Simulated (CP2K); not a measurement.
# CsBr under changes of volume

One of the cells (40.468 Å³/atom); the others are scaled copies at fixed shape and fractional positions:

```
Cs Br
1.0
     4.32562    0.00000    0.00000
     0.00000    4.32562    0.00000
     0.00000    0.00000    4.32562
Cs Br
1 1
Cartesian
  0.0000 0.0000 0.0000
  2.1628 2.1628 2.1628
```

The cell comes from a database or a generator and needn't be the stable form of this composition.

```yaml
Program: CP2K 2026.2
Functional: PBE
Potentials_or_basis: POTENTIAL_UZH Cs GTH-PBE-q9, Br GTH-PBE-q7; TZVP-MOLOPT-PBE-GTH basis
Density_cutoff: 6123 eV
k_mesh: 6 × 6 × 6
Occupations: fermi-dirac, width 0.05 eV
Spin: no spin polarisation
```

```csv
volume (Å³/atom),energy over the lowest point (meV/atom),pressure (GPa),gap on the mesh (eV)
38.040,30.12,2.1,4.62
38.850,20.48,1.7,4.54
39.659,12.98,1.3,4.45
40.468,7.37,0.9,4.37
41.278,3.46,0.6,4.30
42.087,?,?,?
42.896,0.00,0.1,4.16
```

Question: What does the run at 42.087 Å³/atom give?

Answer: Energy over the lowest point 1.05 meV/atom; pressure 0.3 GPa; gap on the mesh 4.22 eV.

Worked out: A Birch-Murnaghan fit of order 3 (a polynomial in V^(-2/3)) to the other rows has its minimum at 43.19 Å³/atom, just outside them, with B0 = V·E''(V) = 12.2 GPa and B' = 5.0. It gives 1.06 meV/atom at 42.087 Å³/atom, against the run's 1.05, and -dE/dV = 0.3 GPa, against 0.3. A straight line through the other rows of the gap, of slope -3.85 eV per unit of ln V, gives 4.23 eV, against the run's 4.22.

Energies are extrapolated to zero smearing.

Caveats: spin-orbit coupling is left out, which moves the levels of the heavy elements; the basis of atomic orbitals isn't converged, which shifts pressures, moduli and gaps.

A mesh can miss the band edges.
